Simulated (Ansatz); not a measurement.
# InSb: the cost of one run

Computed with Ansatz 0.2.0 (DFT PBE, scalar-relativistic, plane waves, PAW, unless a step's input says otherwise).

3 further runs of the same task are left out: 1 that didn't finish, 2 set aside as unsound or not needed.

## 1. Starting point

Symmetry: Cmcm, No. 63, orthorhombic system. Conventional cell: a = 6.097 Å, b = 6.633 Å, c = 5.631 Å, α = 90.00°, β = 90.00°, γ = 90.00°. Around In (site symmetry m2m) lie 6 Sb at 3.05 to 3.51 Å and 2 In at 3.37 Å. Sb (site symmetry m2m) has 6 In at 3.05 to 3.51 Å as nearest neighbours.

Structure file:

```cif
data_structure
_symmetry_space_group_name_H-M 'Cmcm'
_symmetry_Int_Tables_number 63
_cell_length_a 6.0968
_cell_length_b 6.6334
_cell_length_c 5.6309
_cell_angle_alpha 90.000
_cell_angle_beta 90.000
_cell_angle_gamma 90.000
_cell_volume 227.73
loop_
_atom_site_label
_atom_site_type_symbol
_atom_site_symmetry_multiplicity
_atom_site_Wyckoff_symbol
_atom_site_fract_x
_atom_site_fract_y
_atom_site_fract_z
_atom_site_occupancy
In1 In 4 c 0.50000 0.14001 0.25000 1
Sb1 Sb 4 c 0.50000 0.66842 0.25000 1
```

It goes back to an entry of the Materials Project, which need not be the stable form.

It is the result of an earlier relaxation at this level (volume 28.47 Å³/atom; gap on the mesh: none (metal)).

## 2. Bands, states and charges

Contents of input.yaml:

```yaml
crystal:
  lattice:
    - [3.0484232239, -3.3166899815, 0.0]
    - [3.0484232239, 3.3166899815, 0.0]
    - [0.0, 0.0, 5.6308696387]
  atoms:
    - { symbol: In, position: [0.3599918492, 0.6400081508, 0.25] }
    - { symbol: In, position: [0.6400081508, 0.3599918492, 0.75] }
    - { symbol: Sb, position: [0.8315761239, 0.1684238761, 0.25] }
    - { symbol: Sb, position: [0.1684238761, 0.8315761239, 0.75] }
basis:
  ecutwfc: 420
kpoints:
  mp_grid: { grid: [10, 10, 8] }
  band_path:
    path:
      - [[0.0, 0.0, 0.0], [-0.5, 0.5, 0.0], [-0.46119361, 0.53880639, 0.0]]
      - [[0.46119361, 0.46119361, 0.0], [0.0, 0.0, 0.0], [0.0, 0.0, 0.5], [0.46119361, 0.46119361, 0.5]]
      - [[-0.46119361, 0.53880639, 0.5], [-0.5, 0.5, 0.5], [-0.5, 0.5, 0.0]]
      - [[0.0, 0.0, 0.0], [0.0, 0.5, 0.0], [0.0, 0.5, 0.5], [0.0, 0.0, 0.5], [-0.5, 0.5, 0.5]]
    npoints: 14
hamiltonian:
  xc: pbe
scf:
  occupations: { method: gaussian, width: 0.1 }
  n_extra_bands: 10
output:
  forces: true
  stress: true
  eigenvalues: true
  populations: true
  dos: { projected: true, de: 0.02, nscf_kmesh: { grid: [15, 15, 12] } }
  bader: true
```

Run with:

```
ansatz run input.yaml --threads 1 --pin off --max-ram 2560MiB --backend cpu --events-out ev --progress --plain --runs-dir out
```

Q: Estimate wall time and peak memory on 1 thread of Arm Neoverse V1, shared host.

About 2.7 min, with a peak of 1.2 GiB.
